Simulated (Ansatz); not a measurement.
BaTiO3, space group R3m, an equation of state with a fit

With Ansatz's Python interface.

Typed at the interpreter:
```pycon
>>> import warnings
>>> import ansatz as az
>>> import numpy as np
>>> from pymatgen.analysis.eos import EOS
>>> FUNCTIONAL = "pbesol"
>>> ECUT = 420
>>> SMEARING = "Fixed"
>>> KGRID = (6, 6, 6)
>>> vectors0 = np.array([
...     [2.827367, 1.632381, 2.318393],
...     [-2.827367, 1.632381, 2.318393],
...     [0.0, -3.264762, 2.318393],
... ])
>>> sites = [
...     ("Ba", (0.0, 0.0, 0.0)),
...     ("Ti", (0.4845, 0.4845, 0.4845)),
...     ("O", (0.5086, 0.5086, 0.0175)),
...     ("O", (0.0175, 0.5086, 0.5086)),
...     ("O", (0.5086, 0.0175, 0.5086)),
... ]
>>> def make_crystal(cell):
...     crystal = az.Crystal(lattice=az.Lattice.of(cell))
...     for symbol, position in sites:
...         crystal = crystal.atom(symbol, position)
...     return crystal
...
>>> warnings.simplefilter("ignore", az.DeckWarning)
>>> volumes, energies = [], []
>>> for scale in np.linspace(0.94, 1.06, 7):
...     cell = vectors0 * scale ** (1 / 3)
...     job = (
...         make_crystal(cell).calculation()
...         .functional(FUNCTIONAL)
...         .basis(ECUT)
...         .occupations(SMEARING)
...         .kpoints(*KGRID)
...     )
...     rep = job.run(threads=1, backend="cpu").report
...     volumes.append(abs(np.linalg.det(cell)) / len(sites))
...     energies.append(rep["free_energy_ev"] / len(sites))
...     print(f"V = {volumes[-1]:8.4f} A^3/atom  F = {energies[-1]:.5f} eV/atom")
...
V =  12.0698 A^3/atom  F = -2005.47464 eV/atom
V =  12.3266 A^3/atom  F = -2005.48815 eV/atom
V =  12.5834 A^3/atom  F = -2005.49495 eV/atom
V =  12.8402 A^3/atom  F = -2005.49575 eV/atom
V =  13.0970 A^3/atom  F = -2005.49117 eV/atom
V =  13.3538 A^3/atom  F = -2005.48172 eV/atom
V =  13.6106 A^3/atom  F = -2005.46792 eV/atom
>>> for form in ["vinet", "birch_murnaghan"]:
...     fit = EOS(eos_name=form).fit(volumes, energies)
...     print(f"{form:18s} V0 {fit.v0:8.4f} A^3/atom  B0 {fit.b0_GPa:7.1f} GPa  B1 {fit.b1:5.2f}")
...
vinet              V0  12.7472 A^3/atom  B0   173.6 GPa  B1  4.31
birch_murnaghan    V0  12.7472 A^3/atom  B0   173.5 GPa  B1  4.32
```

A third-order Birch-Murnaghan fit through the 7 points has its minimum at 12.75 Å³ an atom, 0.7 % below the typed cell, with a bulk modulus of 174 GPa and dB/dP = 4.3. From that minimum the energy rises by 21.5 meV an atom on the compressed side and 28.2 meV on the expanded side.

Caveats:
- Absolute energies stand on the zero of these potentials, so only differences at equal settings mean something.
- Spin is left out of this run.
- Shape and fractional positions are held along the curve, so the bulk modulus is an upper value where they are free to relax.
- The structure is a deposited one; some such entries were measured under pressure or heat, so a shift against it needn't be the functional's error alone.
- Wall time of the script: 25 s on 1 thread of AMD EPYC 7B13 (Zen 3), on a shared host, peak memory 0.54 GiB.
